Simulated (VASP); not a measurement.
# PtS2 (P-3m1) in VASP: a series of runs

One crystal, PtS2, is run at these levels: r2SCAN, PBE; tasks: single point.

All numbers are computed with VASP 6.6.1; they aren't measurements. Logs are shortened: lines on timing, memory, paths and dates and some standing lists are left out, and cuts for length are marked.

## Step 1: Starting point

Symmetry: P-3m1, No. 164, trigonal system. Conventional cell: a = 3.543 Å, b = 3.543 Å, c = 5.039 Å, α = 90.00°, β = 90.00°, γ = 120.00°. Pt (site symmetry -3m) has 6 S at 2.34 Å as nearest neighbours. Around S (site symmetry 3m) lie 3 Pt at 2.34 Å.

## Step 2: Single point, r2SCAN

Input file INCAR:

```
SYSTEM = PtS2
  PREC = Accurate
  ENCUT = 500
  EDIFF = 1E-7
  ISMEAR = 0
  SIGMA = 0.05
  LREAL = Auto
  LASPH = .TRUE.
  NELM = 100
  ALGO = Normal
  ISIF = 2
  LWAVE = .FALSE.
  LCHARG = .FALSE.
  METAGGA = R2SCAN
  LMIXTAU = .TRUE.
  ADDGRID = .FALSE.
```

Input file KPOINTS:

```
regular mesh
0
G
  11 11 7
  0 0 0
```

Input file POSCAR:

```
PtS2
1.0
    3.5432000000      0.0000000000      0.0000000000
   -1.7716000000      3.0685012107      0.0000000000
    0.0000000000      0.0000000000      5.0388000000
Pt S
1 2
Direct
    0.0000000000      0.0000000000      0.0000000000
    0.6666666667      0.3333333333      0.7730000000
    0.3333333333      0.6666666667      0.2270000000
```

Potentials or basis: VASP PAW PBE potentials, release 64 (Pt, S).

Started as:

```sh
$ cat potpaw_PBE.64/Pt/POTCAR potpaw_PBE.64/S/POTCAR > POTCAR
$ mpirun -np 1 vasp_std > vasp.out
```

OUTCAR:

```text
SYSTEM = PtS2
   PREC = Accurate
   ENCUT = 500
   EDIFF = 1E-7
   ISMEAR = 0
   LREAL = Auto
   LASPH = .TRUE.
   NELM = 100
   ISIF = 2
   METAGGA = R2SCAN

 Found     94 irreducible k-points:

 Following reciprocal coordinates:
            Coordinates               Weight
  0.000000  0.000000  0.000000      1.000000
  0.090909  0.000000  0.000000      6.000000
  0.181818  0.000000  0.000000      6.000000
  0.272727  0.000000  0.000000      6.000000
  0.363636 -0.000000  0.000000      6.000000
  0.454545 -0.000000  0.000000      6.000000
   k-points           NKPTS =     94   k-points in BZ     NKDIM =     94   number of bands    NBANDS=     15
   number of dos      NEDOS =    301   number of ions     NIONS =      3
   total plane-waves  NPLWV =  31360
   dimension x,y,z NGX =    28 NGY =   28 NGZ =   40
   dimension x,y,z NGXF=    56 NGYF=   56 NGZF=   80
   ions per type =               1   2
   NGX,Y,Z   is equivalent  to a cutoff of  13.14, 13.14, 13.20 a.u.
   NGXF,Y,Z  is equivalent  to a cutoff of  26.28, 26.28, 26.39 a.u.
 SYSTEM =  PtS2
   PREC   = accura    normal or accurate (medium, high low for compatibility)
   ISTART =      0    job   : 0-new  1-cont  2-samecut
   ICHARG =      2    charge: 1-file 2-atom 10-const
   ISPIN  =      1    spin polarized calculation?
   LNONCOLLINEAR =      F non collinear calculations
   LSORBIT =      F    spin-orbit coupling
   LASPH  =      T    aspherical Exc in radial PAW
   ENCUT  =  500.0 eV  36.75 Ry    6.06 a.u.   6.46  6.46  9.19*2*pi/ulx,y,z
   NELM   =    100;   NELMIN=  2; NELMDL= -5     # of ELM steps
   EDIFF  = 0.1E-06   stopping-criterion for ELM
   LREAL  =      T    real-space projection
   EDIFFG = 0.1E-05   stopping-criterion for IOM
   NSW    =      0    number of steps for IOM
   IBRION =     -1    ionic relax: 0-MD 1-quasi-New 2-CG
   NFREE  =      0    steps in history (QN), initial steepest desc. (CG)
   ISIF   =      2    stress and relaxation
   ISYM   =      2    0-nonsym 1-usesym 2-fastsym
   POTIM  = 0.5000    time-step for ionic-motion
   TEBEG  =    0.0;   TEEND  =   0.0 temperature during run
   PSTRESS=    0.0 pullay stress
   NELECT =      22.0000    total number of electrons
   NUPDOWN=      -1.0000    fix difference up-down
   EMIN   =  10.00;   EMAX   =-10.00  energy-range for DOS
   EFERMI =   0.00;   METHOD = LEGACY
   ISMEAR =     0;   SIGMA  =   0.05  broadening in eV -4-tet -1-fermi 0-gaus
   EFERMI_NEDOS =   21; number of points for ismear=-14 and -15
   IALGO  =     38    algorithm
   IMIX   =      4    mixing-type and parameters
     AMIX     =   0.40;   BMIX     =  1.00
     AMIX_MAG =   1.60;   BMIX_MAG =  1.00
  volume/ion in A,a.u.               =      18.26       123.23
  Fermi-wavevector in a.u.,A,eV,Ry     =   1.207812  2.282434 19.848315  1.458810
  Thomas-Fermi vector in A             =   2.343439
   LORBIT       =      0    0 simple, 1 ext, 2 COOP (PROOUT), +10 PAW based schemes
   METAGGA = R2SCAN    functional components
   LHFCALC =     F    Hartree Fock is set to
   AEXX    =    0.0000 exact exchange contribution
   IVDW    =     0    specifies the selected vdW correction
   LEPSILON=     F    determine dielectric tensor
   LRPA    =     F    only Hartree local field effects (RPA)
 non-spin polarized calculation
 Gauss-broadening in eV      SIGMA  =   0.05
  energy-cutoff  :      500.00
  volume of cell :       54.78
 maximum number of plane-waves:      1411
 NGX is ok and might be reduce to    28
   NGX = 13   NGY = 13   NGZ = 19

 number of electron      22.0000001 magnetization

 Free energy of the ion-electron system (eV)
  ---------------------------------------------------
  ext. energy  EPLUGINS =         0.00000000
  ---------------------------------------------------
  free energy    TOTEN  =       -68.74190934 eV

  energy without entropy =      -68.74190934  energy(sigma->0) =      -68.74190934

 E-fermi :   6.8401     XC(G=0): -11.2787

 val. band max:        6.5653383552   @ k =   0.0000   0.1818   0.1429
 cond. band min:       7.4615938672   @ k =   0.0000   0.2727   0.2857
 fundamental gap:      0.8962555120
 Fermi energy:         6.8401079192

 k-point     1 :       0.0000    0.0000    0.0000
  band No.  band energies     occupation
      1      -9.7020      2.00000
      2      -6.3377      2.00000
      3      -0.7914      2.00000
      4      -0.7914      2.00000
      5      -0.6625      2.00000
      6       2.3522      2.00000
      7       2.3522      2.00000
      8       4.6357      2.00000
      9       5.3271      2.00000
     10       5.3271      2.00000
     11       6.4195      2.00000
     12       9.1532      0.00000
     13       9.1532      0.00000
     14      11.7466      0.00000
     15      12.9046      0.00000

 k-point     2 :       0.0909    0.0000    0.0000
  band No.  band energies     occupation
      1      -9.5861      2.00000
      2      -6.4147      2.00000
      3      -0.7114      2.00000
      4      -0.6933      2.00000
      5      -0.5467      2.00000
      6       2.1944      2.00000
      7       2.2608      2.00000
      8       4.2874      2.00000
      9       5.3165      2.00000
     10       5.3353      2.00000
     11       6.4787      2.00000
     12       8.6860      0.00000
     13       9.0617      0.00000
     14      12.3353      0.00000
     15      13.3119      0.00000
[... 41 lines left out ...]
      3      -0.7075      2.00000
      4       0.0079      2.00000
      5       0.8122      2.00000
      6       1.1463      2.00000
      7       2.1572      2.00000
      8       3.1300      2.00000
      9       4.1255      2.00000
     10       4.1658      2.00000
     11       4.8724      2.00000
     12       8.3890      0.00000
     13       9.3425      0.00000
     14      12.2533      0.00000
     15      14.3051      0.00000

 k-point     6 :       0.4545   -0.0000    0.0000
  band No.  band energies     occupation
      1      -7.7253      2.00000
      2      -7.2918      2.00000
      3      -1.2352      2.00000
      4       0.0998      2.00000
      5       1.0298      2.00000
      6       1.8627      2.00000
      7       2.6539      2.00000
      8       3.1004      2.00000
      9       3.3607      2.00000
     10       3.5543      2.00000
     11       4.2176      2.00000
     12       8.4614      0.00000
     13       9.5279      0.00000
     14      12.3753      0.00000
     15      13.6736      0.00000

 [... further k-points ...]

------------------------ aborting loop because EDIFF is reached ----------------------------------------

  FORCE on cell =-STRESS in cart. coord.  units (eV):
  Direction    XX          YY          ZZ          XY          YZ          ZX
  --------------------------------------------------------------------------------------
  -------------------------------------------------------------------------------------
  Total        3.1263811      3.1263811      3.1971667      0.0000000     -0.0000000      0.0000000
  in kB       91.4330927     91.4330927     93.5032647      0.0000000     -0.0000000      0.0000000
  external PRESSURE =      92.1231500 kB  Pullay stress =       0.0000000 kB

 VOLUME and BASIS-vectors are now :
 -----------------------------------------------------------------------------
  energy-cutoff  :      500.00
  volume of cell :       54.78
      direct lattice vectors                 reciprocal lattice vectors
     3.543200000  0.000000000  0.000000000     0.282230752  0.162946001  0.000000000
    -1.771600000  3.068501211  0.000000000     0.000000000  0.325892001  0.000000000
     0.000000000  0.000000000  5.038800000     0.000000000  0.000000000  0.198459951

 POSITION                                       TOTAL-FORCE (eV/Angst)
 -----------------------------------------------------------------------------------
      0.00000      0.00000      0.00000         0.000000      0.000000      0.000000
      1.77160      1.02283      3.89499        -0.000000     -0.000000     -1.207670
     -0.00000      2.04567      1.14381         0.000000      0.000000      1.207670
 -----------------------------------------------------------------------------------
    total drift:                                0.000000     -0.000000      0.000000

  FREE ENERGIE OF THE ION-ELECTRON SYSTEM (eV)
  ---------------------------------------------------
  free  energy   TOTEN  =       -68.7419093393 eV

  energy  without entropy=      -68.7419093393  energy(sigma->0) =      -68.74190934
```

Wall time 3.4 min (1 thread of Intel Xeon Platinum 8559C (Emerald Rapids), shared host); peak memory 0.21 GiB.

These settings aren't checked as converged: the numbers below hold their error.

What came out:

| Item | Value |
| --- | --- |
| Free energy | -68.7419 eV |
| Pressure | 9.2 GPa |
| Largest force | 1.208 eV/Å |
| Band gap on the k mesh | 0.90 eV, indirect (least direct gap 1.17 eV) |

Caveat: the PAW data sets were made with another functional, which shifts forces and pressure a little; spin-orbit coupling is left out, which moves the levels of the heavy elements; an odd mesh through Γ misses points on the zone boundary, where band edges often lie.

## Step 3: Single point, r2SCAN

INCAR: that of step 2 with these lines changed.

```diff
@@ -3,6 +3,6 @@
   ENCUT = 500
-  EDIFF = 1E-7
+  EDIFF = 1E-5
   ISMEAR = 0
   SIGMA = 0.05
-  LREAL = Auto
+  LREAL = .FALSE.
   LASPH = .TRUE.
```

KPOINTS is that of step 2.

POSCAR is that of step 2.

Potentials or basis: VASP PAW PBE potentials, release 64 (Pt, S).

Started as:

```sh
$ cat potpaw_PBE.64/Pt/POTCAR potpaw_PBE.64/S/POTCAR > POTCAR
$ mpirun -np 1 vasp_std > vasp.out
```

It took 2.6 min on 1 thread of Intel Xeon Platinum 8559C (Emerald Rapids), shared host; peak memory 0.23 GiB.

The run converged, but some of its settings lie outside the range that counts as converged, so its numbers aren't taken as properties of the crystal.

What came out:

| Quantity | Value |
| --- | --- |
| Free energy | -68.7405 eV |
| Pressure | 9.2 GPa |
| Largest force | 1.210 eV/Å |
| Band gap on the k mesh | 0.90 eV, indirect (least direct gap 1.17 eV) |

Caveat: the PAW data sets were made with another functional, which shifts forces and pressure a little; spin-orbit coupling is left out, which moves the levels of the heavy elements; an odd mesh through Γ misses points on the zone boundary, where band edges often lie.

## Step 4: Single point, r2SCAN

INCAR: that of step 3 with these lines changed.

```diff
@@ -2,4 +2,4 @@
   PREC = Accurate
-  ENCUT = 500
-  EDIFF = 1E-5
+  ENCUT = 400
+  EDIFF = 1E-7
   ISMEAR = 0
```

Input file KPOINTS:

```
regular mesh
0
G
  13 13 8
  0 0 0
```

POSCAR is that of step 3.

Started as:

```sh
$ cat potpaw_PBE.64/Pt/POTCAR potpaw_PBE.64/S/POTCAR > POTCAR
$ mpirun -np 1 vasp_std > vasp.out
```

Wall time 2.6 min (1 thread of Intel Xeon Platinum 8559C (Emerald Rapids), shared host); peak memory 0.21 GiB.

The run converged, but some of its settings lie outside the range that counts as converged, so its numbers aren't taken as properties of the crystal.

Results:

```
Free energy            : -68.7398 eV
Pressure               : 9.2 GPa
Largest force          : 1.210 eV/Å
Band gap on the k mesh : 0.95 eV, indirect (least direct gap 1.21 eV)
```

Caveat: the PAW data sets were made with another functional, which shifts forces and pressure a little; spin-orbit coupling is left out, which moves the levels of the heavy elements; an odd mesh through Γ misses points on the zone boundary, where band edges often lie.

## Step 5: Single point, PBE, spin-orbit coupling, no magnetisation

Input file INCAR:

```
PREC     = Accurate       # precision mode
ENCUT    = 520            # plane-wave cutoff, eV
EDIFF    = 1E-7           # SCF threshold, eV
ISMEAR   = 0              # smearing method
SIGMA    = 0.02           # smearing width, eV
LREAL    = False          # projectors in reciprocal space
LASPH    = True           # aspherical terms in the spheres
NELM     = 100            # most SCF steps
ALGO     = Normal         # electronic algorithm
ISIF     = 2              # what is computed and relaxed
LWAVE    = False          # write WAVECAR
LCHARG   = False          # write CHGCAR
LNONCOLLINEAR= True           # non-collinear magnetism
MAGMOM   = 0 0 0 0 0 0 0 0 0 # initial moments
LORBIT   = 11             # projections on sites
LSORBIT  = True           # spin-orbit coupling
GGA_COMPAT= False        
LMAXMIX  = 4              # l up to which the mixer works
GGA      = PE             # functional
NBANDS   = 38             # bands
```

Input file KPOINTS:

```
regular mesh
0
Gamma
  9 9 6
```

POSCAR is that of step 4.

Started as:

```sh
$ cat potpaw_PBE.64/Pt/POTCAR potpaw_PBE.64/S/POTCAR > POTCAR
$ mpirun -np 1 vasp_ncl > vasp.out
```

Wall time 2.7 min (1 thread of AMD EPYC 9R45 (Zen 5), shared host); peak memory 0.38 GiB.

These settings aren't checked as converged: the numbers below hold their error.

What came out:

```yaml
Free_energy: -15.6522 eV
Pressure: 11.2 GPa
Largest_force: 1.245 eV/Å
Valence_electrons_inside_the_program's_atomic_spheres: Pt 9.63; S 3.67
```

Caveat: forces of over 1 eV/Å show positions far from the minimum, so gaps and moduli don't describe the material at rest.
